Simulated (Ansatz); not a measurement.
Crystal: FeO (Wuestite).

```
CELL_PARAMETERS angstrom
0.00000 2.15540 2.15540
2.15540 0.00000 2.15540
2.15540 2.15540 0.00000
ATOMIC_POSITIONS crystal
Fe 0.00000 0.00000 0.00000
O 0.50000 0.50000 0.50000
```

Base run:

- Program: Ansatz 0.2.0
- Functional: revPBE
- Potentials or basis: Ansatz PAW
- Cutoff: 420 eV
- Density cutoff: 1680 eV
- k mesh: 11 × 11 × 11
- Occupations: fermi-dirac, width 0.05 eV
- Spin: collinear spin, ferromagnetic start
- Starting moments: [3.0, 0.0] μB

Its results: band gap on the k mesh none (metal or under the smearing width); pressure 3.9 GPa; net moment 4.00 μB per cell; site moments Fe +3.46; O +0.32 μB.

Question: After a change of settings the same cell gave: band gap on the k mesh none (metal or under the smearing width); pressure -6.6 GPa; net moment 4.00 μB per cell; site moments Fe +3.46; O +0.28 μB. Which change was it?
A. functional from revPBE to m-r2SCAN; cutoff from 420 eV to 500 eV; density cutoff from 1680 eV to 2000 eV
B. functional from revPBE to PBE
C. functional from revPBE to PBE; potentials or basis from Ansatz PAW to Ansatz PAW polarizable
D. functional from revPBE to PBE; potentials or basis from Ansatz PAW to Ansatz PAW earlier set; cutoff from 420 eV to 950 eV; density cutoff from 1680 eV to 3800 eV

Answer: A.

Caveats: a cell with one magnetic atom can't hold antiferromagnetic order, which such compounds often take; semilocal functionals often make such compounds metallic where correlation or magnetic order opens a gap, which also shifts bond lengths; the PAW data sets come from PBE, with cores solved anew for the run's functional, which leaves a small shift of forces and pressure; the potentials were made for another functional, which shifts forces and pressure (some runs); the magnetic or orbital state may not be the lowest (some runs).

Not every run made on this cell is shown here.
